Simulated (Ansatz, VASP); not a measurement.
One calculation of PbO, two programs

The input POSCAR:

```
PbO
1.0
    3.2763424815      0.0000000000      0.0000000000
    0.0000000000      3.2763424815      0.0000000000
    0.0000000000      0.0000000000      3.2763424815
Pb O
1 1
Direct
    0.0000000000      0.0000000000      0.0000000000
    0.5000000000      0.5000000000      0.5000000000
```

INCAR.step1

```
SYSTEM = PbO
PREC = Accurate ; ENCUT = 520
ISMEAR = -1 ; SIGMA = 0.02
LREAL = .False. ; LASPH = .True.
NELM = 100 ; NBANDS = 17
GGA = PE ; ALGO = Normal
EDIFF = 1E-4 ; LWAVE = .True.
LCHARG = .False.
```

INCAR.step2

```
SYSTEM = PbO
PREC = Accurate ; ENCUT = 520
EDIFF = 1E-6 ; ISMEAR = -1
SIGMA = 0.02 ; LREAL = .False.
LASPH = .True. ; NELM = 100
ALGO = Normal ; ISIF = 2
LWAVE = .False. ; LCHARG = .False.
METAGGA = R2SCAN ; LMIXTAU = .True.
NBANDS = 17 ; ISTART = 1
```

The input KPOINTS:

```
regular mesh
0
Gamma
  8 8 8
  0 0 0
```

Input for Ansatz:

```yaml
crystal:
  lattice:
    - [3.2763424815, 0.0, 0.0]
    - [0.0, 3.2763424815, 0.0]
    - [0.0, 0.0, 3.2763424815]
  atoms:
    - { symbol: Pb, position: [0.0, 0.0, 0.0] }
    - { symbol: O, position: [0.5, 0.5, 0.5] }
kpoints:
  mp_grid: { grid: [8, 8, 8] }
  band_path:
    path:
      - [0.0, 0.0, 0.0]
      - [0.0, 0.5, 0.0]
      - [0.5, 0.5, 0.0]
      - [0.5, 0.5, 0.5]
      - [0.05, 0.5, 0.05]
    npoints: 1
hamiltonian:
  xc: r2scan
scf:
  occupations: { method: fermi_dirac, width: 0.02 }
  n_extra_bands: 4
output:
  forces: true
  stress: true
  eigenvalues: true
```

Change from the starting cell: hydrostatic strain +3.0%.

Alike in both runs: task single point; functional r2SCAN; k mesh 8 × 8 × 8; occupations fermi-dirac, width 0.02 eV; no spin polarisation.

|  | VASP | Ansatz |
| --- | --- | --- |
| version | VASP 6.6.1 | Ansatz 0.2.0 |
| potentials or method | VASP PAW PBE potentials, release 64 (Pb_d, O) | plane waves, PAW |
| plane-wave cutoff (eV) | 520 | 500 |
| valence electrons in the cell | 20 | 20 |

```tsv
	VASP	Ansatz	Ansatz less VASP
pressure (GPa)	-7.7	-7.8	-0.07
```

Caveats: the PAW data sets were made with another functional, which shifts forces and pressure a little (VASP); spin-orbit coupling is left out, which as a rule narrows the gap of such compounds by several tenths of an eV. A k mesh can miss the band edges.
